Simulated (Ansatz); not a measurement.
# Nb (Fm-3m) in Ansatz: notebook, part 3 of 3

Ansatz 0.2.0. The steps go on from the part before.

### Step 6. Electric field gradients, r2SCANh

Contents of run.py:

```python
import json

import ase.io
import numpy as np

import ansatz as az

atoms = ase.io.read("Nb.xyz")

calculation = (
    az.Crystal.from_ase(atoms)
    .calculation()
    .kpoints(7, 7, 7)
    .functional("r2scanh")
    .pseudopotentials(kind="paw", accuracy="stringent")
    .occupations(method="cold", width=0.1)
    .density()
    .potential()
    .output_files(volumetric_format="npy")
    .electron_localization_function()
    .electric_field_gradient()
    .forces()
    .stress()
    .band_table(publish=True)
)
outcome = calculation.run(threads=2, events_out="events.jsonl")

report = outcome.report
for line in open("events.jsonl"):
    event = json.loads(line)
    if event["event"] == "scf_iter":
        d = event["data"]
        print(f"SCF {d['iter']:3d}  HF = {d['harris_foulkes_ev']:.6f} eV  dr2 = {d['dr2_ev']:.2e} eV")
    elif event["event"] in ("relax_step", "md_step"):
        d = event["data"]
        print(f"{event['event']} {d['step']:3d}  E = {d['lagrangian_ev']:.6f} eV")
np.set_printoptions(precision=5, suppress=True, linewidth=110)
print("converged:", report["converged"], "after", report["n_iterations"], "iterations")
print(f"free energy {report['free_energy_ev']:.6f} eV, Fermi level {report['fermi_energy_ev']:.4f} eV")
for key in ("band_edges_ev", "magnetization_mub", "site_moments_mub", "site_moments_nc_mub", "forces_ev_ang",
                "stress_gpa", "kpoints_frac", "eigenvalues_ev"):
    if report.get(key) is not None:
        print(key, np.array(report[key]), sep="\n")
```

Contents of Nb.xyz:

```xyz
1
Lattice="0.0000000000 2.1150000000 2.1150000000 2.1150000000 0.0000000000 2.1150000000 2.1150000000 2.1150000000 0.0000000000" Properties=species:S:1:pos:R:3 pbc="T T T"
Nb     0.0000000000      0.0000000000      0.0000000000
```

Potentials or basis: SSSP precision PAW.

Started as:

```
python run.py
```

Log:

```text
DeckWarning: basis.ecutwfc = 544.227725 eV, auto-derived from the records' recommended cutoffs: set by Nb (normal level)
DeckWarning: The stringent table, which hamiltonian.pseudopotentials names, holds the potential of the library's standard table for Nb (one content_sha256, or a second file that the publisher made of the same generator input, which states another). The run takes no other species from the library, so that hamiltonian.pseudopotentials.accuracy: standard would change no potential of it. The deck needs no change, but a comparison wit [...]
DeckWarning: Nb: output.efg is read without spin–orbit coupling, which moves field gradients at and beside such atoms by some per cent and up to a factor of two; PAW files take it under magnetization.noncollinear and magnetization.spin_orbit
DeckWarning: output.stress: scf.convergence.dr2_threshold = 1e-7 eV (the SCF's general default) is looser than the 1e-10 eV advised for a printed stress (1e-10 eV for each atom of the cell: 1). What an SCF threshold leaves in a stress goes as its square root, and in the free energy as the threshold itself, and one threshold admits the most on a small cell: of the crystals measured, under no hybrid functional and no lock of the mo [...]
DeckWarning: output.stress: scf.exx.energy_threshold = 1e-6 eV is looser than the 1e-8 eV advised for a stress under a hybrid functional (1e-8 eV for each atom of the cell: 1). Every SCF of the exchange loop can meet its threshold on dr2 while the loop round them stops early: no threshold on dr2 bounds what that leaves in the stress. Set scf.exx.energy_threshold to 1e-8 eV or tighter. The threshold is the loop's pass mark: a loop [...]
PlacementWarning: RAYON_NUM_THREADS=2 ignored (pool sized by the plan → 2); use plan(threads=…)
SCF   1  HF = -4559.255458 eV  dr2 = 1.38e+00 eV
SCF   2  HF = -4558.890370 eV  dr2 = 7.69e-02 eV
SCF   3  HF = -4558.901575 eV  dr2 = 6.71e-03 eV
SCF   4  HF = -4558.904860 eV  dr2 = 6.89e-05 eV
SCF   5  HF = -4558.904943 eV  dr2 = 1.17e-06 eV
SCF   6  HF = -4558.904943 eV  dr2 = 6.26e-08 eV
SCF   7  HF = -4558.904943 eV  dr2 = 2.81e-09 eV
SCF   8  HF = -4558.904943 eV  dr2 = 1.89e-11 eV
SCF   9  HF = -4558.904943 eV  dr2 = 7.35e-13 eV
SCF   1  HF = -4558.452725 eV  dr2 = 5.05e-03 eV
SCF   2  HF = -4558.450735 eV  dr2 = 3.27e-04 eV
SCF   3  HF = -4558.450754 eV  dr2 = 1.67e-04 eV
SCF   4  HF = -4558.450760 eV  dr2 = 1.49e-04 eV
SCF   5  HF = -4558.453337 eV  dr2 = 1.92e-05 eV
SCF   6  HF = -4558.453331 eV  dr2 = 9.80e-07 eV
SCF   7  HF = -4558.453331 eV  dr2 = 7.07e-07 eV
SCF   1  HF = -4558.453350 eV  dr2 = 6.12e-07 eV
SCF   2  HF = -4558.453350 eV  dr2 = 5.68e-07 eV
SCF   3  HF = -4558.453377 eV  dr2 = 4.81e-08 eV
[... 40 lines left out ...]
   28.77862]
 [-40.80494 -15.25255 -15.08681 -15.08681  11.20351  16.36735  18.2848   18.2848   19.52037  21.00433
   32.03328]
 [-40.73188 -15.65865 -15.17069 -15.15933  12.5874   15.60008  17.88118  18.72521  20.03629  21.50346
   31.93877]
 [-40.65279 -16.08301 -15.26714 -15.21931  13.43069  16.12109  17.04337  18.38221  22.38628  22.55104
   29.53238]
 [-40.62814 -16.20515 -15.345   -15.19825  13.50059  16.28396  17.72171  18.12163  22.1921   24.04525
   28.33221]
 [-40.67709 -15.95117 -15.32312 -15.12234  13.44443  16.1588   16.97672  18.40312  20.39218  23.06793
   30.45699]
 [-40.76167 -15.52913 -15.18657 -15.0479   12.08158  16.08683  17.96958  18.54092  19.50567  21.33373
   32.0979 ]
 [-40.68572 -15.77206 -15.27717 -15.27717  13.06096  14.59119  18.26042  20.1149   20.1149   21.81684
   34.19056]
 [-40.62366 -16.00964 -15.42527 -15.34007  13.50954  14.32107  17.92248  20.34309  22.66346  22.69979
   30.4557 ]
 [-40.59273 -16.03464 -15.65896 -15.31404  14.03269  14.93428  17.1348   19.82274  22.32097  25.85732
   27.55142]
 [-40.61674 -15.94762 -15.67828 -15.21784  14.79778  15.52067  16.02217  19.32719  20.75068  24.97924
   30.32472]
 [-40.58905 -16.15066 -15.42534 -15.42534  12.8465   13.52789  20.43045  22.52728  22.52728  22.58203
   30.30612]
 [-40.57528 -16.13382 -15.56237 -15.41429  13.11111  13.81021  19.33873  21.79815  22.78219  25.20833
   28.01489]
 [-40.66423 -15.88057 -15.40315 -15.20779  13.85259  15.07569  16.70085  19.89418  20.15423  23.17159
   31.63541]
 [-40.60938 -16.04256 -15.56217 -15.28772  14.45646  15.26607  16.36368  19.36675  21.86107  25.14362
   28.70416]
 [-40.58578 -16.0516  -15.57196 -15.42555  13.67328  14.30632  17.79836  20.97482  22.52612  25.30453
   29.65058]
 [-40.57935 -15.88943 -15.81225 -15.40533  14.28965  15.14979  16.47327  19.90771  22.54069  26.95392
   28.27338]]
```

rho_z.tsv:

```text
# z_ang	rho[e/angstrom^3]
# format = ansatz-planar-average/11
# lattice	0.000000000	2.115000000	2.115000000
# lattice	2.115000000	0.000000000	2.115000000
# lattice	2.115000000	2.115000000	0.000000000
# sites	1
# site	41	0.000000000	0.000000000	0.000000000
0.000000	1.251856e0
0.083085	1.233193e0
0.166170	1.189589e0
0.249255	1.144903e0
0.332340	1.109137e0
0.415425	1.067457e0
[... 28 lines left out ...]
2.824892	1.189589e0
2.907977	1.233193e0
```

v_z.tsv:

```text
# z_ang	v_es[eV]	v_tot[eV]
# format = ansatz-planar-average/11
# xc	r2scanh
# density_cutoff_ev	4353.8218
# datasets	Nb=:simpson_from_first_knot:soft:fock:shift=0
# lattice	0.000000000	2.115000000	2.115000000
# lattice	2.115000000	0.000000000	2.115000000
# lattice	2.115000000	2.115000000	0.000000000
# sites	1
# site	41	0.000000000	0.000000000	0.000000000
0.000000	-1.431286e1	-3.077771e1
0.083085	-1.386110e1	-3.022131e1
0.166170	-1.254464e1	-2.861962e1
0.249255	-1.047304e1	-2.610165e1
0.332340	-7.811363e0	-2.286269e1
0.415425	-4.755626e0	-1.918427e1
[... 28 lines left out ...]
2.824892	-1.254464e1	-2.861962e1
2.907977	-1.386110e1	-3.022131e1
```

Run time: 18 s. Hardware: 2 threads of Arm Neoverse V2, shared host; peak memory 2.5 GiB.

Results:

```
Free energy            : -4558.4534 eV
Pressure               : -3.4 GPa
Band gap on the k mesh : none (metal or under the smearing width)
```

Levels at points of the mesh, in eV from the Fermi level:
| k point | band 3 | band 4 | band 5 | band 6 | band 7 | band 8 | band 9 | band 10 |
| --- | --- | --- | --- | --- | --- | --- | --- | --- |
| (0.00, 0.00, 0.00) | -32.47 | -32.47 | -7.31 | 0.16 | 0.16 | 0.16 | 3.21 | 3.21 |

Caveat: the k mesh is coarse (spacing up to 0.37 Å⁻¹), so the values aren't converged, least of all with exact exchange; the pressure holds a Pulay correction of +0.8 GPa for the finite cutoff; the PAW data sets were made with another functional, which shifts forces and pressure a little; the thresholds are loose for stress.

### Step 7. The runs side by side

| task | level | potentials or basis | spin | U | cell | k mesh | cutoff (eV) | smearing | hubbard projectors | double counting | conventional | other keys | mesh quality | gap on the mesh (eV) | pressure (GPa) |
| --- | --- | --- | --- | --- | --- | --- | --- | --- | --- | --- | --- | --- | --- | --- | --- |
| electric field gradients | LDA+U | as the typed override names | non-collinear, program default start, SOC | Nb d U = 1 eV | cell strained at random at fixed volume | 8 × 8 × 8 | 420 | fermi-dirac 0.025 eV | all-electron-ortho-atomic | fll (the default) | - | scf.mixing.preconditioner = resta; … | not flagged | none | -10.9 |
| density of states | BLYP | Ansatz PAW | SOC, no magnetisation | - | as given | 6 × 6 × 6 | 420 | gaussian 0.05 eV | - | - | yes | - | not flagged | none | 4.8 |
| electric field gradients | r2SCANh | SSSP precision PAW | off | - | as given | 7 × 7 × 7 | 544 | cold 0.1 eV | - | - | - | - | coarse | none | -3.4 |

Caveats: some runs use coarse meshes; the U is typed as a test and isn't derived for this compound (some runs); the potentials were made for another functional, which shifts forces and pressure (some runs); the PAW data sets were made with another functional, which shifts forces and pressure a little (some runs); the thresholds are loose for stress (some runs).

Total energies depend on the potentials used, so only differences within one code and one set of settings carry meaning.
